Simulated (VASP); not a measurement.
Calculation: revPBE GGA, VASP's PBE PAW potentials (set 64) (plane waves; VASP 6.6.1).

A VASP calculation is set up with these files.

**POSCAR**
```
CoSb3
9.2577920
 -0.5000000000   0.5000000000   0.5000000000
  0.5000000000  -0.5000000000   0.5000000000
  0.5000000000   0.5000000000  -0.5000000000
Co Sb
4 12
Direct
  0.0000000000   0.0000000000   0.5000000000
  0.5000000000   0.5000000000   0.5000000000
  0.0000000000   0.5000000000   0.0000000000
  0.5000000000   0.0000000000   0.0000000000
  0.8412600000   0.1751100000   0.3338500000
  0.1587400000   0.8248900000   0.6661500000
  0.8412600000   0.5074100000   0.6661500000
  0.1587400000   0.4925900000   0.3338500000
  0.3338500000   0.8412600000   0.1751100000
  0.6661500000   0.1587400000   0.8248900000
  0.6661500000   0.8412600000   0.5074100000
  0.3338500000   0.1587400000   0.4925900000
  0.1751100000   0.3338500000   0.8412600000
  0.8248900000   0.6661500000   0.1587400000
  0.5074100000   0.6661500000   0.8412600000
  0.4925900000   0.3338500000   0.1587400000
```

### KPOINTS
```
K-points
0
Gamma
3 3 3
```

**INCAR**
```
ALGO=Normal
EDIFF=1E-6
ENCUT=300
GGA=RE
ISIF=2
ISMEAR=0
LASPH=.True.
LCHARG=.False.
LMAXMIX=4
LREAL=Auto
LWAVE=.False.
NELM=100
PREC=Accurate
SIGMA=0.136
SYSTEM=CoSb3
```

POTCAR, in this order: Co Sb (PBE.64 set). Program: vasp_std.

The run wrote:

OSZICAR:
```
       N       E                     dE             d eps       ncg     rms          rms(c)
DAV:   1     0.463870596245E+03    0.46387E+03   -0.24998E+04   464   0.939E+02
DAV:   2    -0.280959001178E+02   -0.49197E+03   -0.47364E+03   477   0.263E+02
DAV:   3    -0.766153852756E+02   -0.48519E+02   -0.46290E+02   599   0.892E+01
DAV:   4    -0.783709541799E+02   -0.17556E+01   -0.17399E+01   544   0.181E+01
DAV:   5    -0.784556238585E+02   -0.84670E-01   -0.84589E-01   679   0.371E+00    0.200E+01
DAV:   6    -0.962432965865E+02   -0.17788E+02   -0.14782E+02   637   0.109E+02    0.392E+01
DAV:   7    -0.748049762401E+02    0.21438E+02   -0.67374E+01   629   0.883E+01    0.108E+01
DAV:   8    -0.753721644254E+02   -0.56719E+00   -0.10688E+01   631   0.136E+01    0.601E+00
DAV:   9    -0.750832322976E+02    0.28893E+00   -0.13987E+00   605   0.100E+01    0.153E+00
DAV:  10    -0.750945369030E+02   -0.11305E-01   -0.79942E-02   640   0.209E+00    0.984E-01
DAV:  11    -0.750929790202E+02    0.15579E-02   -0.38504E-02   661   0.167E+00    0.165E-01
DAV:  12    -0.750949728773E+02   -0.19939E-02   -0.34409E-03   494   0.211E-01    0.197E-01
DAV:  13    -0.750956803669E+02   -0.70749E-03   -0.13525E-03   518   0.190E-01    0.821E-02
DAV:  14    -0.750957765438E+02   -0.96177E-04   -0.17243E-04   559   0.446E-02    0.140E-02
DAV:  15    -0.750958017911E+02   -0.25247E-04   -0.44188E-05   519   0.286E-02    0.101E-02
DAV:  16    -0.750958051813E+02   -0.33902E-05   -0.44240E-06   493   0.808E-03    0.402E-03
DAV:  17    -0.750958057970E+02   -0.61565E-06   -0.81687E-07   379   0.383E-03
   1 F= -.75095806E+02 E0= -.75091251E+02  d E =-.910907E-02
```

### OUTCAR
```
------------------------ aborting loop because EDIFF is reached ----------------------------------------
  FORCE on cell =-STRESS in cart. coord.  units (eV):
  Direction    XX          YY          ZZ          XY          YZ          ZX
  --------------------------------------------------------------------------------------
  Total       -5.8010819     -5.8010819     -5.8010819     -0.0000000     -0.0000000      0.0000000
  in kB      -23.4275740    -23.4275740    -23.4275740     -0.0000000     -0.0000000      0.0000000
  external PRESSURE =     -23.4275740 kB  Pullay stress =       0.0000000 kB
  volume of cell :      396.73
      direct lattice vectors                 reciprocal lattice vectors
    -4.628896000  4.628896000  4.628896000     0.000000000  0.108017117  0.108017117
     4.628896000 -4.628896000  4.628896000     0.108017117  0.000000000  0.108017117
     4.628896000  4.628896000 -4.628896000     0.108017117  0.108017117  0.000000000
 POSITION                                       TOTAL-FORCE (eV/Angst)
 -----------------------------------------------------------------------------------
      2.31445      2.31445     -2.31445        -0.000000     -0.000000     -0.000000
      2.31445      2.31445      2.31445         0.000000      0.000000     -0.000000
      2.31445     -2.31445      2.31445         0.000000      0.000000     -0.000000
     -2.31445      2.31445      2.31445        -0.000000      0.000000     -0.000000
     -1.53818      4.62890      3.15931         0.020161      0.000000     -0.061048
      6.16708      0.00000      1.46958        -0.020161     -0.000000      0.061048
      1.53818      4.62890      3.15931        -0.020161     -0.000000     -0.061048
      3.09071      0.00000      1.46958         0.020161      0.000000      0.061048
      3.15931     -1.53818      4.62890        -0.061048      0.020161     -0.000000
      1.46958      6.16708      0.00000         0.061048     -0.020161     -0.000000
      3.15931      1.53818      4.62890        -0.061048     -0.020161     -0.000000
      1.46958      3.09071      0.00000         0.061048      0.020161      0.000000
      4.62890      3.15931     -1.53818         0.000000     -0.061048      0.020161
      0.00000      1.46958      6.16708        -0.000000      0.061048     -0.020161
      4.62890      3.15931      1.53818        -0.000000     -0.061048     -0.020161
      0.00000      1.46958      3.09071         0.000000      0.061048      0.020161
 -----------------------------------------------------------------------------------
    total drift:                                0.000000      0.000000     -0.000000
  FREE ENERGIE OF THE ION-ELECTRON SYSTEM (eV)
  ---------------------------------------------------
  free  energy   TOTEN  =       -75.0958057970 eV

  energy  without entropy=      -75.0866967283  energy(sigma->0) =      -75.09125126
```
(Selected blocks of OUTCAR.)

At this cut-off the stress carries a Pulay error, which pulls relaxed volumes low.

The structure comes from a computed database's CoSb3 entry; how it stands against other phases isn't given here. The cell was not relaxed at this level. The k-mesh is coarse (spacing up to 0.32 per Å, 2π included), so the numbers may not be converged in it. The run is not spin-polarised, so no magnetic state was tried.
